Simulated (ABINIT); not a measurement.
Here is an ABINIT 10.8.3 (patched build) calculation.

Contents of run.abi:

```
ndtset 2

pp_dirpath "./"
pseudos "Al.upf"

acell 3*1.0
rprim
    -2.6575548437     3.5635385673     3.1441619097
     2.8393636745    -3.1818444470     2.9442766391
     4.9237601626     6.1722246777     0.5635029322
ntypat 1
znucl 13
natom 2
typat 1 1
chkprim 0
chksymtnons 0
tolsym 1.0e-6
xred
   0.0063271800   0.0046127300   0.0070204900
   0.4936728200   0.4953872700   0.4929795100

ecut 20.0

ngkpt 12 12 8
nshiftk 1
shiftk 0.0 0.0 0.0

ixc 11
vdw_xc 6

nband 11
occopt 3
tsmear 0.00099958

nstep 80
diemix 0.1

prteig 0
prtebands 0
prtwf 0
prtden 0
prtpot 0

kptopt1 1
tolvrs1 1.0e-15
prtwf1 1
tolwfr1 1.0e-14
nbdbuf1 4
nline1 6

rfphon2 1
rfatpol2 1 2
rfdir2 1 1 1
getwfk2 1
kptopt2 2
nqpt2 1
qpt2 0.0 0.0 0.0
tolvrs2 1.0e-11
```

File mrgddb.in:

```
merged_DDB
Al
2
runo_DS1_DDB
runo_DS2_DDB
```

The input anaddb.abi:

```
ddb_filepath "merged_DDB"
output_file "anaddb.abo"
outdata_prefix "ana"
asr 2
chneut 0
dipdip 0
dieflag 0
enunit 0
eivec 1
nph1l 1
qph1l 0.0 0.0 0.0 1.0
```

Potentials or basis: PseudoDojo NC SR PBE v0.4.1 standard.

Launch:

```console
$ abinit run.abi > log 2>&1
$ mrgddb < mrgddb.in > mrgddb.log 2>&1
$ anaddb anaddb.abi > anaddb.log 2>&1
```

**Question.** Estimate the highest phonon frequency at Γ.

**Answer.** 527 cm⁻¹.

**Question.** Estimate the largest force.

**Answer.** 0.481 eV/Å.

**Question.** Predict the pressure.

**Answer.** 12.7 GPa.

Phonon frequencies in cm⁻¹ (negative: imaginary):
```tsv
q point	frequencies
(0.000, 0.000, 0.000)	0 0 0 32 219 527
```

Caveat: the atoms weren't relaxed first, which shifts response properties; the cell is more than 3 GPa from zero pressure, which shifts response properties; pairwise dispersion overbinds metals, which lowers pressure and volume.
